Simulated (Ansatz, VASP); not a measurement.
# B: VASP beside Ansatz

The input INCAR:

```
SYSTEM = B
PREC = Accurate
ENCUT = 520
EDIFF = 1E-6
ISMEAR = -1
SIGMA = 0.05
LREAL = .FALSE.
LASPH = .TRUE.
NELM = 80
ALGO = Normal
ISIF = 2
LWAVE = .FALSE.
LCHARG = .FALSE.
GGA = PS
NBANDS = 10
```

The input KPOINTS:

```
regular mesh
0
G
  18 18 18
  0 0 0
```

The input POSCAR:

```
B
1.0
    0.0000000000      1.7897551257      1.7897551257
    1.7897551257      0.0000000000      1.7897551257
    1.7897551257      1.7897551257      0.0000000000
B
2
Direct
   -0.1250000000     -0.1250000000     -0.1250000000
    0.1250000000      0.1250000000      0.1250000000
```

Input for Ansatz:

```yaml
crystal:
  lattice:
    - [0.0, 1.7897551257, 1.7897551257]
    - [1.7897551257, 0.0, 1.7897551257]
    - [1.7897551257, 1.7897551257, 0.0]
  atoms:
    - { symbol: B, position: [-0.125, -0.125, -0.125] }
    - { symbol: B, position: [0.125, 0.125, 0.125] }
kpoints:
  mp_grid: { grid: [18, 18, 18] }
scf:
  occupations: { method: fermi_dirac, width: 0.05 }
hamiltonian:
  xc: pbesol
  pseudopotentials: { kind: paw }
output:
  forces: true
  stress: true
  eigenvalues: true
  populations: true
  write_density: true
  write_potential: true
  elf: true
  volumetric_format: npy
```

Change from the starting cell: volume scaled by 0.7, PAW files.

Alike in both runs: task single point; functional PBEsol; k mesh 18 × 18 × 18; occupations fermi-dirac, width 0.05 eV; no spin polarisation.

|  | VASP | Ansatz |
| --- | --- | --- |
| version | VASP 6.6.1 | Ansatz 0.2.0 |
| potentials or method | VASP PAW PBE potentials, release 64 (B) | PAW with Ansatz's default frozen-core files, scalar-relativistic |
| plane-wave cutoff (eV) | 520 | 420 |
| valence electrons in the cell | 6 | 6 |

|  | VASP | Ansatz | Ansatz less VASP |
| --- | --- | --- | --- |
| pressure (GPa) | 121.6 | 120.8 | -0.76 |

With one functional, cell and mesh, what is left measures potentials, basis and numerics.

Caveats: the cell as given lies far from equilibrium; so large a pressure means that the cell lies far from this level's equilibrium, or that cutoff or potentials fall short (VASP); the potentials were made for another functional, which shifts forces and pressure (VASP).
